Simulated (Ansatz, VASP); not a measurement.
# Cu (Cu(100)): VASP beside Ansatz

One calculation is typed for both programs; each brings its own data sets. How far apart do they land? Of the first pair: The structure shown is the start of the Ansatz relaxation below; VASP solves that cell, so the two are compared at the walk's first step.

Method: plane waves, with VASP 6.6.1 beside it; single point at RPBE, in Ansatz 0.2.0.

## Step 1: Set-up

The cell holds 4 atoms: 4 Cu. Its edges and angles: a = 2.553 Å, b = 2.553 Å, c = 23.415 Å, α = 90.0°, β = 90.0°, γ = 90.0°. Vacuum lies along c.

## Step 2: Ansatz: relaxation, RPBE

Ansatz runs on its default PAW (the set named soft_2) files.

The two programs are compared at the cell with which this relaxation starts, whose forces are those of its first step.

File input.yaml:

```yaml
crystal:
  lattice:
    - [2.5526554801, 0.0, 0.0]
    - [0.0, 2.5526554801, 0.0]
    - [0.0, 0.0, 23.415]
  atoms:
    - { symbol: Cu, position: [0.5, 0.5, 0.3843689942] }
    - { symbol: Cu, position: [0.0, 0.0, 0.4614563314] }
    - { symbol: Cu, position: [0.5, 0.5, 0.5385436686] }
    - { symbol: Cu, position: [0.0, 0.0, 0.6156310058] }
kpoints:
  mp_grid: { grid: [12, 12, 1] }
hamiltonian:
  xc: rpbe
scf:
  occupations: { method: fermi_dirac, width: 0.1 }
  convergence: { dr2_threshold: 1.0e-08 }
efield:
  axis: 3
  dipole_correction: true
  ramp_position: 0.97
  ramp_width: 0.06
relax:
  f_tol: 0.02
  max_steps: 60
  constraints: [{ sites: [0, 1] }]
output:
  write_potential: true
  write_density: true
  volumetric_format: npy
```

Command:

```bash
$ ansatz run input.yaml --threads 4 --pin off --max-ram 12288MiB --backend cpu --events-out ev --progress --plain --runs-dir out
```

Numbers of over 12 decimals in the logs are rounded to 6 here.

Output:

```text
Engine: ansatz 0.2.0, x86_64-unknown-linux-gnu
Pseudopotentials: kind: paw
Pseudopotential: Cu, paw, valence charge 19, recommended cutoff 420 eV (normal), Cu.paw.azcp
Functional definition: RPBE
  parameter kappa = 0.804
  parameter beta = 0.066725
  exchange = rpbe_x(kappa = kappa, mu = beta*pi^2/3)
  correlation = pbe_c(beta = beta)
Crystal: 4 atoms, lattice volume = 152.573 Å³
Basis set: ecut = 420 eV, 3011 PW (Γ), exchange–correlation on 36×36×320 points (8 copies of the dense FFT grid, shifted against one another)
Bands: 46, of which v1, the nominal top of the filled ones, is band 38 counted from 1 (37 counted from 0)
Symmetry: 8 space group operations
k-points: 28 of 144
Non-local potential: Cu, projectors of the file, l = 0: 3, l = 1: 2, l = 2: 3, l = 3: 1
PAW form: soft (Blöchl's): semilocal exchange-correlation on the pseudo side does not see the compensation charge
PAW frozen core: Cu, regenerated for the run's functional, and the local potential with it (the file was generated under x = pbe(κ = 0.804, μ = 0.219515), c = pbe(β = 0.066725))
PAW one-centre angular grid: Cu, 590 points (default); XC on 64 Gauss nodes
Initial density: superposition of atomic densities (neutral atoms: chi_scale 0, normalization atom), corrected by the library's trained network
Initial wavefunctions: pseudopotential atomic-orbital guess
Functional: x = rpbe, c = pbe(β = 0.066725)
SCF iter   1: F=—  HF=-26520.417907 eV  |F-HF|=—  |Δ(HF+E_count)|=         —  Δρ=5.85e-3  dr2=2.99e-2  ethr=1.77e-3  p=0.000 e·Å  D=5.79e-14 V/Å  ΔV_dip=-0.00 eV  dr2_dipole=1.22e-8  V_vac-E_F(+/−)=4.37/4.37 eV  ⟨swp⟩=8.7  Hψ=5661  notcnv=0  defer=6
efield: sawtooth ramp at fractional position 0.9700 (set: `efield.ramp_position`, or a place that a band, a saddle search or an elastic batch's reference lends), width 0.0600; the density the first Hamiltonian is built on has a dipole p = 0.000 e·Å; the dipole correction subtracts the counter field D = 5.79e-14 V/Å, which shifts the + side's vacuum level by -0.00 eV against the − side's; the planar-averaged density in the ramp window peaks in size at 3.2e-5 e/Å³
preconditioner: auto → LDOS  [metal: Δε(μ)=0.081 eV  Ē_g=8.071 eV  σ=0.100 eV  W_gap=0.20  n_scr=18 (ndim 8)  ℏωp=19.9 eV  f_vac=0.639  D(μ)=1.26/eV (n_scr^D=8)  β→1.0]
SCF iter   2: F=—  HF=-26520.485290 eV  |F-HF|=—  |Δ(HF+E_count)|=   6.74e-2  Δρ=1.84e-2  dr2=2.86e-1  ethr=3.94e-5  p=-0.000 e·Å  D=-9.27e-6 V/Å  ΔV_dip=0.00 eV  dr2_dipole=2.18e-6  V_vac-E_F(+/−)=4.32/4.32 eV  ⟨swp⟩=3.0  Hψ=3215  notcnv=0  defer=52
SCF iter   3: F=—  HF=-26520.418225 eV  |F-HF|=—  |Δ(HF+E_count)|=   6.71e-2  Δρ=9.19e-4  dr2=9.05e-4  ethr=3.94e-5  p=-0.000 e·Å  D=-1.09e-4 V/Å  ΔV_dip=0.00 eV  dr2_dipole=1.02e-7  V_vac-E_F(+/−)=4.42/4.42 eV  ⟨swp⟩=2.2  Hψ=2487  notcnv=0  defer=52
SCF iter   4: F=—  HF=-26520.418072 eV  |F-HF|=—  |Δ(HF+E_count)|=   1.53e-4  Δρ=9.51e-4  dr2=8.95e-4  ethr=1.19e-6  p=0.000 e·Å  D=1.80e-4 V/Å  ΔV_dip=-0.00 eV  dr2_dipole=1.32e-6  V_vac-E_F(+/−)=4.40/4.40 eV  ⟨swp⟩=2.8  Hψ=2712  notcnv=0  defer=52
SCF iter   5: F=—  HF=-26520.417916 eV  |F-HF|=—  |Δ(HF+E_count)|=   1.56e-4  Δρ=2.16e-4  dr2=7.69e-5  ethr=1.18e-6  p=-0.000 e·Å  D=-1.12e-5 V/Å  ΔV_dip=0.00 eV  dr2_dipole=2.80e-8  V_vac-E_F(+/−)=4.40/4.40 eV  ⟨swp⟩=2.0  Hψ=1807  notcnv=0  defer=52
SCF iter   6: F=—  HF=-26520.417913 eV  |F-HF|=—  |Δ(HF+E_count)|=   2.57e-6  Δρ=9.02e-5  dr2=1.05e-5  ethr=1.01e-7  p=-0.000 e·Å  D=-2.96e-6 V/Å  ΔV_dip=0.00 eV  dr2_dipole=2.29e-8  V_vac-E_F(+/−)=4.41/4.41 eV  ⟨swp⟩=2.1  Hψ=1770  notcnv=0  defer=52
SCF iter   7: F=—  HF=-26520.417926 eV  |F-HF|=—  |Δ(HF+E_count)|=   1.23e-5  Δρ=5.09e-5  dr2=2.50e-6  ethr=1.39e-8  p=-0.000 e·Å  D=-6.40e-6 V/Å  ΔV_dip=0.00 eV  dr2_dipole=3.18e-8  V_vac-E_F(+/−)=4.41/4.41 eV  ⟨swp⟩=2.0  Hψ=1834  notcnv=0  defer=52
SCF iter   8: F=—  HF=-26520.417932 eV  |F-HF|=—  |Δ(HF+E_count)|=   5.71e-6  Δρ=8.47e-6  dr2=7.83e-8  ethr=3.29e-9  p=0.000 e·Å  D=9.42e-8 V/Å  ΔV_dip=-0.00 eV  dr2_dipole=2.95e-10  V_vac-E_F(+/−)=4.41/4.41 eV  ⟨swp⟩=2.0  Hψ=1830  notcnv=0  defer=51
SCF iter   9: F=—  HF=-26520.417932 eV  |F-HF|=—  |Δ(HF+E_count)|=   5.39e-7  Δρ=6.56e-6  dr2=4.02e-8  ethr=1.03e-10  p=-0.000 e·Å  D=-1.42e-6 V/Å  ΔV_dip=0.00 eV  dr2_dipole=6.13e-10  V_vac-E_F(+/−)=4.41/4.41 eV  ⟨swp⟩=3.2  Hψ=2365  notcnv=0  defer=48
SCF iter  10: F=-26520.417932 eV  HF=-26520.417932 eV  |F-HF|=1.08e-7  |Δ(HF+E_count)|=   1.61e-7  Δρ=2.69e-6  dr2=7.11e-9  ethr=1.32e-11  p=0.000 e·Å  D=4.03e-7 V/Å  ΔV_dip=-0.00 eV  dr2_dipole=1.79e-11  V_vac-E_F(+/−)=4.41/4.41 eV  ⟨swp⟩=7.8  Hψ=8776  notcnv=0
SCF 1 converged in 10 iterations: F = -26520.417932 eV  dr2 = 7.11e-9
  greatest PAW one-centre occupation: 1.000 electrons in one spin orbital (limit 2), on the Cu atom at site 3 (counted from 0), in its partial waves of l = 0
[...]
preconditioner: auto → LDOS  [metal: Δε(μ)=0.015 eV  Ē_g=7.999 eV  σ=0.100 eV  W_gap=0.04  n_scr=18 (ndim 8)  ℏωp=19.9 eV  f_vac=0.635  D(μ)=1.33/eV (n_scr^D=8)  β→1.0]
SCF iter   2: F=—  HF=-26520.435458 eV  |F-HF|=—  |Δ(HF+E_count)|=   3.70e-3  Δρ=3.89e-3  dr2=2.05e-2  ethr=2.16e-5  p=0.002 e·Å  D=2.94e-3 V/Å  ΔV_dip=-0.07 eV  dr2_dipole=2.76e-3  V_vac-E_F(+/−)=4.35/4.42 eV  ⟨swp⟩=2.0  Hψ=2642  notcnv=0  defer=53
SCF iter   3: F=—  HF=-26520.436913 eV  |F-HF|=—  |Δ(HF+E_count)|=   1.46e-3  Δρ=5.19e-3  dr2=2.49e-2  ethr=2.16e-5  p=-0.001 e·Å  D=-1.24e-3 V/Å  ΔV_dip=0.03 eV  dr2_dipole=4.19e-4  V_vac-E_F(+/−)=4.45/4.42 eV  ⟨swp⟩=2.1  Hψ=2417  notcnv=0  defer=53
SCF iter   4: F=—  HF=-26520.433260 eV  |F-HF|=—  |Δ(HF+E_count)|=   3.65e-3  Δρ=2.69e-3  dr2=6.60e-3  ethr=2.16e-5  p=-0.001 e·Å  D=-9.17e-4 V/Å  ΔV_dip=0.02 eV  dr2_dipole=1.06e-4  V_vac-E_F(+/−)=4.43/4.41 eV  ⟨swp⟩=2.1  Hψ=1553  notcnv=0  defer=53
SCF iter   5: F=—  HF=-26520.432006 eV  |F-HF|=—  |Δ(HF+E_count)|=   1.25e-3  Δρ=7.45e-4  dr2=5.30e-4  ethr=8.68e-6  p=-0.000 e·Å  D=-3.27e-4 V/Å  ΔV_dip=0.01 eV  dr2_dipole=2.53e-5  V_vac-E_F(+/−)=4.41/4.41 eV  ⟨swp⟩=2.0  Hψ=1782  notcnv=0  defer=53
SCF iter   6: F=—  HF=-26520.431882 eV  |F-HF|=—  |Δ(HF+E_count)|=   1.24e-4  Δρ=1.00e-4  dr2=1.96e-5  ethr=6.98e-7  p=-0.000 e·Å  D=-3.34e-4 V/Å  ΔV_dip=0.01 eV  dr2_dipole=4.80e-6  V_vac-E_F(+/−)=4.41/4.41 eV  ⟨swp⟩=2.0  Hψ=1851  notcnv=0  defer=53
SCF iter   7: F=—  HF=-26520.431883 eV  |F-HF|=—  |Δ(HF+E_count)|=   1.27e-6  Δρ=2.18e-5  dr2=6.29e-7  ethr=2.58e-8  p=-0.000 e·Å  D=-4.03e-4 V/Å  ΔV_dip=0.01 eV  dr2_dipole=5.17e-9  V_vac-E_F(+/−)=4.41/4.40 eV  ⟨swp⟩=2.0  Hψ=2167  notcnv=0  defer=53
SCF iter   8: F=—  HF=-26520.431891 eV  |F-HF|=—  |Δ(HF+E_count)|=   7.74e-6  Δρ=1.17e-5  dr2=1.59e-7  ethr=8.28e-10  p=-0.000 e·Å  D=-4.22e-4 V/Å  ΔV_dip=0.01 eV  dr2_dipole=2.85e-9  V_vac-E_F(+/−)=4.41/4.40 eV  ⟨swp⟩=2.1  Hψ=1879  notcnv=0  defer=53
SCF iter   9: F=—  HF=-26520.431891 eV  |F-HF|=—  |Δ(HF+E_count)|=   2.28e-7  Δρ=7.42e-6  dr2=5.59e-8  ethr=2.10e-10  p=-0.000 e·Å  D=-4.40e-4 V/Å  ΔV_dip=0.01 eV  dr2_dipole=7.10e-10  V_vac-E_F(+/−)=4.41/4.40 eV  ⟨swp⟩=2.0  Hψ=1851  notcnv=0  defer=53
SCF iter  10: F=-26520.431891 eV  HF=-26520.431891 eV  |F-HF|=2.03e-8  |Δ(HF+E_count)|=   4.26e-9  Δρ=2.64e-6  dr2=8.99e-9  ethr=1.32e-11  p=-0.000 e·Å  D=-4.45e-4 V/Å  ΔV_dip=0.01 eV  dr2_dipole=1.38e-9  V_vac-E_F(+/−)=4.41/4.40 eV  ⟨swp⟩=7.7  Hψ=8927  notcnv=0
SCF 3 converged in 10 iterations: F = -26520.431891 eV  dr2 = 8.99e-9
relax step   3: F+E_penalty+E_count = -26520.43189142 eV  Δ(F+E_penalty+E_count) = -5.153e-3 eV  max|allowed force component| = 1.052e-2 eV/Å  Δτ_max = 0.0616 Å  (10 SCF iters, accepted)
NSCF: frozen V_eff on 28 k-points
the band table was solved once a step of the walk had ended and its energy, with any forces and stress, was formed, with the checks that follow a solve (7057 applications of the Hamiltonian). They found nothing against the state; the energy, forces and stress were not computed again (output.eigenvalues in the input reference)
WARN: The input density's exchange-correlation potential varies sharply where the density is thin. Do not read a vacuum level from v_tot or v_xc, or from such a field of the output density. On a cell that repeats whose density bears no net charge and no dipole along the vacuum's axis use v_es (v_loc + v_h of the components); under efield.dipole_correction with no amplitude use v_es + v_field, which holds any external [...]
SCF converged after 10 iterations
Free energy (F): -26520.431891 eV
Harris-Foulkes:  -26520.431891 eV  (|F-HF|=2.03e-8)
Internal energy: -26520.386682 eV  (E = F + TS)
E sigma→0 (E₀):  -26520.409287 eV
Entropy (-TS):   -0.045209 eV (-11.302 meV/atom)
Fermi energy:    2.244457 eV
Dipole field:    D = -0.000502 V/Å  (p = -0.000423 e·Å, saw-weighted, corrected)
Work function:   Φ+ = 4.4141 eV   Φ− = 4.4024 eV
Levels:          The Fermi level and band energies are counted from a zero that moves with the ramp; work functions are not
--- Per-component energies (eV) ---
  E_band       = -2524.095023
  E_kinetic    = 1196.832722
  E_local      = -166507.467848  (includes V_loc(G=0)·N_el)
  E_nonlocal   = 1567.173866
  E_hartree    = 81749.081532
  E_xc         = -354.866504
  E_vxc        = -456.788045  (∫ρ·V_xc dr)
  E_paw        = -6681.690466  (= ΣΔE_a)
  E_vpaw       = -1822.024049  (= ΣTr[D̂ρ^β])
  E_aug_tail   = 0.001226  (compensation charges beyond the density's cutoff)
  E_efield     = 0.000000  (sawtooth field / dipole correction)
  E_vefield    = 0.001732  (∫n·V_field dr)
  E_ewald      = 62510.717835
  E_core_change = -0.169045  (= ΣΔE_core)
  E_smearing   = -0.045209  (= −TS)
  E_closure    = -0.000000  (closes the sum)
  Σ components = -26520.431891   (vs F -26520.431891, Δ=0.00e0)
--- Forces (eV/Å), atoms counted from 1 ---
  atom   1  Cu     0.00000000     0.00000000    -0.08787400
  atom   2  Cu     0.00000000     0.00000000     0.07664847
  atom   3  Cu     0.00000000     0.00000000     0.01052106
  atom   4  Cu    -0.00000000     0.00000000     0.00069965
  max |Σ_I F_I| component: 4.82e-6 eV/Å
--- Band table (eV; the first three rows and the last of 28) ---
  k-point 0: bands = [... 34 lower, 0.5778, 0.7914, 0.8080, 0.8080, 0.8162, 1.7362, 3.2463, 6.3604, ... 4 higher]
  k-point 1: bands = [... 34 lower, 0.6419, 0.6678, 0.7219, 0.7740, 0.8390, 2.0198, 3.5836, 6.5141, ... 4 higher]
  k-point 2: bands = [... 34 lower, 0.6360, 0.6597, 0.7188, 0.7756, 0.8318, 2.6467, 4.4014, 6.9738, ... 4 higher]
  k-point 27: bands = [... 34 lower, 1.1797, 1.1952, 4.8223, 4.8223, 6.9071, 6.9071, 9.7054, 9.7093, ... 4 higher]
--- Relaxed structure (3 steps of the walk, 3 accepted, 0 SCFs on fresh bases) ---
  F+E_penalty+E_count = -26520.43189142 eV   max|allowed force component| = 1.052e-2 eV/Å
  atoms:
    - { symbol: Cu, position: [0.5, 0.5, 0.384369] }
    - { symbol: Cu, position: [0.0, 0.0, 0.461456] }
    - { symbol: Cu, position: [0.5, 0.5, 0.541911] }
    - { symbol: Cu, position: [0, 0.0, 0.620016] }
```

Reading the cycles: dr2 is the Hartree energy of the density residual (eV), the measure of convergence; HF is the Harris–Foulkes estimate of the energy, which meets the free energy F at convergence.

## Step 3: VASP: single point, RPBE, start cell, pair 1

The same cell, functional, mesh and smearing now go to VASP, with its own data sets.

Lines of VASP's logs that name or quote its potential files are left out, and so is its time.

File INCAR:

```
SYSTEM = Cu
PREC = Accurate
ENCUT = 520
EDIFF = 1E-06
NELM = 120
ISMEAR = -1
SIGMA = 0.1
LREAL = .FALSE.
ALGO = Normal
GGA = RP
NBANDS = 28
LASPH = .TRUE.
LORBIT = 11
LWAVE = .FALSE.
LCHARG = .FALSE.
ISIF = 2
LDIPOL = .TRUE.
IDIPOL = 3
DIPOL = 0.5 0.5 0.5
LVHAR = .TRUE.
GGA_COMPAT = .FALSE.
NELMDL = -8
KPAR = 4
```

File POSCAR:

```
Cu
1.0
    2.5526554801      0.0000000000      0.0000000000
    0.0000000000      2.5526554801      0.0000000000
    0.0000000000      0.0000000000     23.4150000000
Cu
4
Direct
    0.5000001018      0.5000001018      0.3843689942
    0.0000001018      0.0000001018      0.4614563314
    0.5000001018      0.5000001018      0.5385436686
    0.0000001018      0.0000001018      0.6156310058
```

File KPOINTS:

```
Automatic mesh
0
Gamma
12 12 1
0 0 0
```

Potentials, in the order of the species: Cu (PBE family, release 64).

Command:

```bash
$ mpirun -np 4 vasp_std
```

Output:

```text
[banner, memory and clock lines left out]
running    4 mpi-ranks, on    1 nodes
 distrk:  each k-point on    1 cores,    4 groups
 distr:  one band on    1 cores,    1 groups

 POSCAR found type information on POSCAR Cu
 POSCAR found :  1 types and       4 ions
|                                                                             |
|               ----> ADVICE to this user running VASP <----                  |
|                                                                             |
|     You enforced a specific xc type in the INCAR file but a different       |
|     [... a line on the potential file left out ...]
|     I HOPE YOU KNOW WHAT YOU ARE DOING!                                     |
|                                                                             |

 LDA part: xc-table for (Slater+PW92), standard interpolation
 POSCAR, INCAR and KPOINTS ok, starting setup
 FFT: planning ... GRIDC
 FFT: planning ... GRID_SOFT
 FFT: planning ... GRID
 WAVECAR not read
 entering main loop
       N       E                     dE             d eps       ncg     rms          rms(c)
DAV:   1     0.357177248989E+03    0.35718E+03   -0.19208E+04  1568   0.186E+03
DAV:   2     0.106604708246E+02   -0.34652E+03   -0.33497E+03  1572   0.367E+02
DAV:   3    -0.139086846407E+02   -0.24569E+02   -0.23447E+02  1712   0.151E+02
DAV:   4    -0.147101465765E+02   -0.80146E+00   -0.79771E+00  1768   0.327E+01
DAV:   5    -0.147301664672E+02   -0.20020E-01   -0.20015E-01  1872   0.414E+00
DAV:   6    -0.147310086857E+02   -0.84222E-03   -0.84221E-03  2044   0.740E-01
DAV:   7    -0.147310456681E+02   -0.36982E-04   -0.36982E-04  1992   0.132E-01
DAV:   8    -0.147310475785E+02   -0.19104E-05   -0.19104E-05  1612   0.263E-02    0.134E+01
DAV:   9    -0.133200127644E+02    0.14110E+01   -0.31958E+01  1704   0.111E+02    0.727E+00
DAV:  10    -0.120069553597E+02    0.13131E+01   -0.60488E+00  1944   0.624E+01    0.173E+00
DAV:  11    -0.120213027538E+02   -0.14347E-01   -0.10215E+00  1860   0.350E+01    0.109E+00
DAV:  12    -0.120165676339E+02    0.47351E-02   -0.19870E-01  2032   0.912E+00    0.105E+00
DAV:  13    -0.120070299544E+02    0.95377E-02   -0.19491E-01  1880   0.808E+00    0.730E-01
DAV:  14    -0.119973766888E+02    0.96533E-02   -0.34510E-02  1912   0.341E+00    0.175E-01
DAV:  15    -0.119964823198E+02    0.89437E-03   -0.10210E-03  2080   0.363E-01    0.116E-01
DAV:  16    -0.119956721905E+02    0.81013E-03   -0.21434E-03  2024   0.697E-01    0.471E-02
DAV:  17    -0.119957193362E+02   -0.47146E-04   -0.61166E-04  1784   0.467E-01    0.347E-02
DAV:  18    -0.119958687080E+02   -0.14937E-03   -0.20606E-04  1792   0.269E-01    0.103E-02
DAV:  19    -0.119960029786E+02   -0.13427E-03   -0.27074E-05  1876   0.131E-01    0.560E-03
DAV:  20    -0.119960204109E+02   -0.17432E-04   -0.36922E-06  1372   0.496E-02    0.245E-03
DAV:  21    -0.119960359735E+02   -0.15563E-04   -0.13310E-06  1148   0.243E-02    0.768E-04
DAV:  22    -0.119960396385E+02   -0.36650E-05   -0.43854E-07  1076   0.107E-02    0.294E-04
DAV:  23    -0.119960410122E+02   -0.13737E-05   -0.20338E-07  1020   0.513E-03    0.339E-04
DAV:  24    -0.119960413691E+02   -0.35693E-06   -0.45113E-08   944   0.577E-03
   1 F= -.11996041E+02 E0= -.11974136E+02  d E =-.438109E-01
```

Parts of OUTCAR (step 3):

```text
ion  position               nearest neighbor table
   1  0.500  0.500  0.384-   2 2.55   2 2.55   2 2.55   2 2.55
   2  0.000  0.000  0.461-   1 2.55   3 2.55   1 2.55   3 2.55   1 2.55   3 2.55   1 2.55   3 2.55

  LATTYP: Found a simple tetragonal cell.
 ALAT       =     2.5526554801
 C/A-ratio  =     9.1728007099

 Subroutine GETGRP returns: Found 16 space group operations
 (whereof  8 operations were pure point group operations)

The static configuration has the point symmetry C_4v.
 The point group associated with its full space group is D_4h.

 Found     28 irreducible k-points:

   k-points           NKPTS =     28   k-points in BZ     NKDIM =     28   number of bands    NBANDS=     28

   dimension x,y,z NGX =    20 NGY =   20 NGZ =  180
   dimension x,y,z NGXF=    40 NGYF=   40 NGZF=  360

   ENCUT  =  520.0 eV  38.22 Ry    6.18 a.u.   4.75  4.75 43.54*2*pi/ulx,y,z

   NELECT =      44.0000    total number of electrons

 k-points in reciprocal lattice and weights: Automatic mesh
   0.00000000  0.00000000  0.00000000       0.007
   0.08333333  0.00000000  0.00000000       0.028
   0.16666667  0.00000000  0.00000000       0.028
   0.25000000  0.00000000  0.00000000       0.028
   0.33333333  0.00000000  0.00000000       0.028
   0.41666667  0.00000000  0.00000000       0.028
   0.50000000  0.00000000  0.00000000       0.014
   0.08333333  0.08333333  0.00000000       0.028
   0.16666667  0.08333333  0.00000000       0.056
[...]
0.50000000  0.41666667  0.00000000       0.028
   0.50000000  0.50000000  0.00000000       0.007

 dipolmoment           0.000000      0.000000     -0.000000 electrons x Angstroem

 average (electrostatic) potential at core
       1 -71.6371       2 -72.0623       3 -72.0623       4 -71.6371

 E-fermi :  -0.5825

 k-point     1 :       0.0000    0.0000    0.0000
  band No.  band energies     occupation
    ...
     20      -2.0746      2.00000
     21      -2.0531      2.00000
     22      -2.0531      2.00000
     23      -2.0493      2.00000
     24      -1.0359      1.97875
     25       0.5546      0.00002
     26       3.5489      0.00000
     27       3.5559      0.00000
     28       4.4388      0.00000

 k-point     2 :       0.0833    0.0000    0.0000
  band No.  band energies     occupation
    ...
     20      -2.1885      2.00000
     21      -2.1460      2.00000
     22      -2.0906      2.00000
     23      -2.0217      2.00000
     24      -0.7553      1.69840
     25       0.8836      0.00000
     26       3.7037      0.00000
     27       3.7222      0.00000
     28       4.6061      0.00000

 k-point     3 :       0.1667    0.0000    0.0000
  band No.  band energies     occupation
    ...
     19      -2.2340      2.00000
     20      -2.2081      2.00000
     21      -2.1468      2.00000
     22      -2.0532      2.00000
     23      -2.0280      2.00000
     24      -0.1217      0.01974
     25       1.6902      0.00000
     26       4.1664      0.00000
     27       4.2200      0.00000
     28       5.1071      0.00000

  Total        0.5795362      0.5795362      1.0640969      0.0000000      0.0000000      0.0000000
  in kB        6.0857283      6.0857283     11.1741168      0.0000000      0.0000000      0.0000000
  external PRESSURE =       7.7818578 kB  Pullay stress =       0.0000000 kB

  energy-cutoff  :      520.00
  volume of cell :      152.57
      direct lattice vectors                 reciprocal lattice vectors
     2.552655480  0.000000000  0.000000000     0.391748909  0.000000000  0.000000000
     0.000000000  2.552655480  0.000000000     0.000000000  0.391748909  0.000000000
     0.000000000  0.000000000 23.415000000     0.000000000  0.000000000  0.042707666

 POSITION                                       TOTAL-FORCE (eV/Angst)
 -----------------------------------------------------------------------------------
      1.27633      1.27633      9.00000         0.000000      0.000000     -0.130728
      0.00000      0.00000     10.80500         0.000000     -0.000000     -0.216160
      1.27633      1.27633     12.61000         0.000000      0.000000      0.216160
      0.00000      0.00000     14.41500         0.000000      0.000000      0.130728
 -----------------------------------------------------------------------------------
    total drift:                               -0.000133     -0.000133      0.000063

  FREE ENERGIE OF THE ION-ELECTRON SYSTEM (eV)
  ---------------------------------------------------
  free  energy   TOTEN  =       -11.9960413691 eV

  energy  without entropy=      -11.9522304327  energy(sigma->0) =      -11.97413590

 vacuum level on the upper side and lower side of the slab         3.803         3.803

 total charge
# of ion       s       p       d       tot
------------------------------------------
    1        0.437   0.257   9.207   9.901
    2        0.440   0.379   9.171   9.990
    3        0.440   0.379   9.171   9.990
    4        0.437   0.257   9.207   9.901
--------------------------------------------------
tot          1.754   1.272  36.757  39.784

[... 3 further parts left out ...]
```

[end of part 1 of 2]

[Lines on the potential files, build, host, timing and source positions are cut from VASP's logs without a mark.]

[Logs are printed without paths, hosts, clocks, repeated set-up lines and the standing remarks that a program may print on its own settings, such as how far it seeks lower states.]

[Hosts, paths, dates, database ids (printed as entryN), source tags and the programs' standing remarks are cut or masked in the printed files.]
